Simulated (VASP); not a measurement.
# Ti (Im-3m) in VASP: a series of runs, part 2 of 2

VASP 6.6.1. Earlier steps stand in the parts before.

## 3. Equation of state, PBE, 16.97 Å³/atom (volume scaled by 0.96)

File INCAR:

```
PREC = Accurate
ENCUT = 520
EDIFF = 1E-7
ISMEAR = -1
SIGMA = 0.05
LREAL = False
LASPH = True
NELM = 100
ALGO = Normal
ISIF = 2
LWAVE = False
LCHARG = False
GGA = PE
NBANDS = 12
```

File KPOINTS:

```
Automatic mesh
0
Gamma
  11 11 11
```

File POSCAR:

```
Ti
1.0
   -1.6188216056      1.6188216056      1.6188216056
    1.6188216056     -1.6188216056      1.6188216056
    1.6188216056      1.6188216056     -1.6188216056
Ti
1
Direct
    0.0000000000      0.0000000000      0.0000000000
```

Potentials or basis: VASP PAW PBE potentials, release 64 (Ti_sv).

Command:

```
$ cat potpaw_PBE.64/Ti_sv/POTCAR > POTCAR
$ mpirun -np 1 vasp_std > vasp.out
```

Wall time 7.7 s (1 thread of Intel Xeon Platinum 8488C (Sapphire Rapids), shared host); peak memory 0.14 GiB.

Results (log left out):

```
Free energy            : -7.7323 eV
Pressure               : 1.5 GPa
Band gap on the k mesh : none (metal or under the smearing width)
```

## 4. Equation of state, PBE, 17.32 Å³/atom (volume scaled by 0.98)

Edit INCAR of step 3 so:

```diff
@@ -7,3 +7,3 @@
 LASPH = True
-NELM = 100
+NELM = 80
 ALGO = Normal
```

File KPOINTS:

```
regular mesh
0
Gamma
  11 11 11
```

File POSCAR:

```
Ti
1.0
   -1.6299862453      1.6299862453      1.6299862453
    1.6299862453     -1.6299862453      1.6299862453
    1.6299862453      1.6299862453     -1.6299862453
Ti
1
Direct
    0.0000000000      0.0000000000      0.0000000000
```

Command:

```
$ cat potpaw_PBE.64/Ti_sv/POTCAR > POTCAR
$ mpirun -np 1 vasp_std > vasp.out
```

Run time: 8.3 s. Hardware: 1 thread of Intel Xeon Platinum 8488C (Sapphire Rapids), shared host; peak memory 0.14 GiB.

Results (log left out):

| Quantity | Value |
| --- | --- |
| Free energy | -7.7332 eV |
| Pressure | -0.7 GPa |
| Band gap on the k mesh | none (metal or under the smearing width) |

## 5. Equation of state, PBE, 18.03 Å³/atom (volume scaled by 1.02)

File INCAR:

```
SYSTEM = Ti
PREC = Accurate
ENCUT = 520
EDIFF = 1E-7
ISMEAR = -1
SIGMA = 0.05
LREAL = .FALSE.
LASPH = .TRUE.
NELM = 80
ALGO = Normal
ISIF = 2
LWAVE = .FALSE.
LCHARG = .FALSE.
GGA = PE
NBANDS = 12
```

File KPOINTS:

```
Automatic mesh
0
G
  11 11 11
  0 0 0
```

File POSCAR:

```
Ti
1.0
   -1.6518678664      1.6518678664      1.6518678664
    1.6518678664     -1.6518678664      1.6518678664
    1.6518678664      1.6518678664     -1.6518678664
Ti
1
Direct
    0.0000000000      0.0000000000      0.0000000000
```

Command:

```
$ cat potpaw_PBE.64/Ti_sv/POTCAR > POTCAR
$ mpirun -np 1 vasp_std > vasp.out
```

Run time: 8.1 s. Hardware: 1 thread of Intel Xeon Platinum 8488C (Sapphire Rapids), shared host; peak memory 0.13 GiB.

The run converged. Its results:

```yaml
Free_energy: -7.7216 eV
Pressure: -4.6 GPa
Band_gap_on_the_k_mesh: none (metal or under the smearing width)
```

## 6. Equation of state, PBE, 18.38 Å³/atom (volume scaled by 1.04)

File INCAR:

```
SYSTEM = Ti
PREC = Accurate ; ENCUT = 520
EDIFF = 1E-7 ; ISMEAR = -1
SIGMA = 0.05 ; LREAL = .False.
LASPH = .True. ; NELM = 100
ALGO = Normal ; ISIF = 2
LWAVE = .False. ; LCHARG = .False.
GGA = PE ; NBANDS = 12
```

File KPOINTS:

```
regular mesh
0
Gamma
  11 11 11
  0 0 0
```

File POSCAR:

```
Ti
1.0
   -1.6625945817      1.6625945817      1.6625945817
    1.6625945817     -1.6625945817      1.6625945817
    1.6625945817      1.6625945817     -1.6625945817
Ti
1
Direct
    0.0000000000      0.0000000000      0.0000000000
```

Potentials or basis: VASP PAW PBE potentials, release 64 (Ti_sv).

Command:

```
$ cat potpaw_PBE.64/Ti_sv/POTCAR > POTCAR
$ mpirun -np 1 vasp_std > vasp.out
```

It took 8.5 s on 1 thread of Intel Xeon Platinum 8488C (Sapphire Rapids), shared host; peak memory 0.14 GiB.

Results (log left out):

```yaml
Free_energy: -7.7098 eV
Pressure: -6.2 GPa
Band_gap_on_the_k_mesh: none (metal or under the smearing width)
```

## 7. Equation of state, PBE, 18.74 Å³/atom (volume scaled by 1.06)

File INCAR:

```
ALGO = Normal
EDIFF = 1E-7
ENCUT = 520
GGA = PE
ISIF = 2
ISMEAR = -1
LASPH = T
LCHARG = F
LREAL = F
LWAVE = F
NBANDS = 12
NELM = 80
PREC = Accurate
SIGMA = 0.05
```

File KPOINTS:

```
k-points
0
Gamma
  11 11 11
```

File POSCAR:

```
Ti
1.0
   -1.6731846416      1.6731846416      1.6731846416
    1.6731846416     -1.6731846416      1.6731846416
    1.6731846416      1.6731846416     -1.6731846416
Ti
1
Direct
    0.0000000000      0.0000000000      0.0000000000
```

Command:

```
$ cat potpaw_PBE.64/Ti_sv/POTCAR > POTCAR
$ mpirun -np 1 vasp_std > vasp.out
```

Run time: 8.7 s. Hardware: 1 thread of Intel Xeon Platinum 8488C (Sapphire Rapids), shared host; peak memory 0.14 GiB.

Results (log left out):

```
Free energy            : -7.6945 eV
Pressure               : -7.7 GPa
Band gap on the k mesh : none (metal or under the smearing width)
```

## 8. Equation of state, PBE

Potentials or basis: VASP PAW PBE potentials, release 64 (Ti_sv).

This step only gathers the single runs of the series.

Results:

```
Equilibrium volume                      : 17.21 Å³/atom
Bulk modulus                            : 105 GPa
Pressure derivative of the bulk modulus : 3.5
```

Energy against volume, from the lowest point:
| volume (Å³/atom) | energy (meV/atom) |
| --- | --- |
| 16.616 | 6.86 |
| 16.969 | 0.89 |
| 17.323 | 0.00 |
| 17.676 | 3.71 |
| 18.030 | 11.63 |
| 18.383 | 23.40 |
| 18.737 | 38.67 |

## 9. Equation of state, PBEsol, 16.62 Å³/atom (volume scaled by 0.94)

File INCAR:

```
SYSTEM = Ti
PREC = Accurate
ENCUT = 520
EDIFF = 1E-7
ISMEAR = -1
SIGMA = 0.05
LREAL = .FALSE.
LASPH = .TRUE.
NELM = 60
ALGO = Normal
ISIF = 2
LWAVE = .FALSE.
LCHARG = .FALSE.
GGA = PS
NBANDS = 12
```

File KPOINTS:

```
Automatic mesh
0
G
  11 11 11
  0 0 0
```

File POSCAR:

```
Ti
1.0
   -1.6075008044      1.6075008044      1.6075008044
    1.6075008044     -1.6075008044      1.6075008044
    1.6075008044      1.6075008044     -1.6075008044
Ti
1
Direct
    0.0000000000      0.0000000000      0.0000000000
```

Potentials or basis: VASP PAW PBE potentials, release 64 (Ti_sv).

Command:

```
$ cat potpaw_PBE.64/Ti_sv/POTCAR > POTCAR
$ mpirun -np 1 vasp_std > vasp.out
```

Wall time 10 s (1 thread of Intel Xeon Platinum 8259CL at 2.50GHz (Skylake/Cascade Lake), shared host); peak memory 0.14 GiB.

The run converged. Its results:

| Item | Value |
| --- | --- |
| Free energy | -8.2441 eV |
| Pressure | -0.9 GPa |
| Band gap on the k mesh | none (metal or under the smearing width) |

Caveat: the PAW data sets were made with another functional, which shifts forces and pressure a little.

## 10. Equation of state, PBEsol, 16.97 Å³/atom (volume scaled by 0.96)

INCAR is that of step 9.

KPOINTS is that of step 9.

File POSCAR:

```
Ti
1.0
   -1.6188216056      1.6188216056      1.6188216056
    1.6188216056     -1.6188216056      1.6188216056
    1.6188216056      1.6188216056     -1.6188216056
Ti
1
Direct
    0.0000000000      0.0000000000      0.0000000000
```

Command:

```
$ cat potpaw_PBE.64/Ti_sv/POTCAR > POTCAR
$ mpirun -np 1 vasp_std > vasp.out
```

Wall time 10 s (1 thread of Intel Xeon Platinum 8259CL at 2.50GHz (Skylake/Cascade Lake), shared host); peak memory 0.14 GiB.

The run converged. Its results:

```yaml
Free_energy: -8.2398 eV
Pressure: -3.1 GPa
Band_gap_on_the_k_mesh: none (metal or under the smearing width)
```

Caveat: the PAW data sets were made with another functional, which shifts forces and pressure a little.

## 11. Equation of state, PBEsol, 17.32 Å³/atom (volume scaled by 0.98)

INCAR is that of step 10.

KPOINTS is that of step 10.

File POSCAR:

```
Ti
1.0
   -1.6299862453      1.6299862453      1.6299862453
    1.6299862453     -1.6299862453      1.6299862453
    1.6299862453      1.6299862453     -1.6299862453
Ti
1
Direct
    0.0000000000      0.0000000000      0.0000000000
```

Command:

```
$ cat potpaw_PBE.64/Ti_sv/POTCAR > POTCAR
$ mpirun -np 1 vasp_std > vasp.out
```

Wall time 9.6 s (1 thread of Intel Xeon Platinum 8259CL at 2.50GHz (Skylake/Cascade Lake), shared host); peak memory 0.14 GiB.

It converged, with:

```
Free energy            : -8.2308 eV
Pressure               : -5.1 GPa
Band gap on the k mesh : none (metal or under the smearing width)
```

Caveat: the PAW data sets were made with another functional, which shifts forces and pressure a little.

## 12. Equation of state, PBEsol, 18.03 Å³/atom (volume scaled by 1.02)

INCAR is that of step 11.

KPOINTS is that of step 11.

File POSCAR:

```
Ti
1.0
   -1.6518678664      1.6518678664      1.6518678664
    1.6518678664     -1.6518678664      1.6518678664
    1.6518678664      1.6518678664     -1.6518678664
Ti
1
Direct
    0.0000000000      0.0000000000      0.0000000000
```

Potentials or basis: VASP PAW PBE potentials, release 64 (Ti_sv).

Command:

```
$ cat potpaw_PBE.64/Ti_sv/POTCAR > POTCAR
$ mpirun -np 1 vasp_std > vasp.out
```

It took 9.7 s on 1 thread of Intel Xeon Platinum 8259CL at 2.50GHz (Skylake/Cascade Lake), shared host; peak memory 0.14 GiB.

Results (log left out):

* Free energy: -8.2005 eV
* Pressure: -8.6 GPa
* Band gap on the k mesh: none (metal or under the smearing width)

Caveat: the PAW data sets were made with another functional, which shifts forces and pressure a little.

## 13. Equation of state, PBEsol, 18.38 Å³/atom (volume scaled by 1.04)

INCAR is that of step 12.

KPOINTS is that of step 12.

File POSCAR:

```
Ti
1.0
   -1.6625945817      1.6625945817      1.6625945817
    1.6625945817     -1.6625945817      1.6625945817
    1.6625945817      1.6625945817     -1.6625945817
Ti
1
Direct
    0.0000000000      0.0000000000      0.0000000000
```

Command:

```
$ cat potpaw_PBE.64/Ti_sv/POTCAR > POTCAR
$ mpirun -np 1 vasp_std > vasp.out
```

It took 9.6 s on 1 thread of Intel Xeon Platinum 8259CL at 2.50GHz (Skylake/Cascade Lake), shared host; peak memory 0.14 GiB.

It converged, with:

* Free energy: -8.1799 eV
* Pressure: -10.1 GPa
* Band gap on the k mesh: none (metal or under the smearing width)

Caveat: the PAW data sets were made with another functional, which shifts forces and pressure a little.

## 14. Equation of state, PBEsol, 18.74 Å³/atom (volume scaled by 1.06)

INCAR is that of step 13.

KPOINTS is that of step 13.

File POSCAR:

```
Ti
1.0
   -1.6731846416      1.6731846416      1.6731846416
    1.6731846416     -1.6731846416      1.6731846416
    1.6731846416      1.6731846416     -1.6731846416
Ti
1
Direct
    0.0000000000      0.0000000000      0.0000000000
```

Command:

```
$ cat potpaw_PBE.64/Ti_sv/POTCAR > POTCAR
$ mpirun -np 1 vasp_std > vasp.out
```

It took 9.7 s on 1 thread of Intel Xeon Platinum 8259CL at 2.50GHz (Skylake/Cascade Lake), shared host; peak memory 0.14 GiB.

The run converged. Its results:

| Property | Result |
| --- | --- |
| Free energy | -8.1562 eV |
| Pressure | -11.5 GPa |
| Band gap on the k mesh | none (metal or under the smearing width) |

Caveat: the PAW data sets were made with another functional, which shifts forces and pressure a little.

## 15. Equation of state, PBEsol

Potentials or basis: VASP PAW PBE potentials, release 64 (Ti_sv).

No new run: the results of the series are fitted here.

What came out:

```
Equilibrium volume : 16.49 Å³/atom (rough: see the caveat)
Bulk modulus       : 112 GPa (rough)
```

Energy against volume, from the lowest point:
| volume (Å³/atom) | energy (meV/atom) |
| --- | --- |
| 16.616 | 0.00 |
| 16.969 | 4.32 |
| 17.323 | 13.31 |
| 17.676 | 26.54 |
| 18.030 | 43.60 |
| 18.383 | 64.18 |
| 18.737 | 87.93 |

Caveat: the minimum lies outside the volumes run; the PAW data sets were made with another functional, which shifts forces and pressure a little.
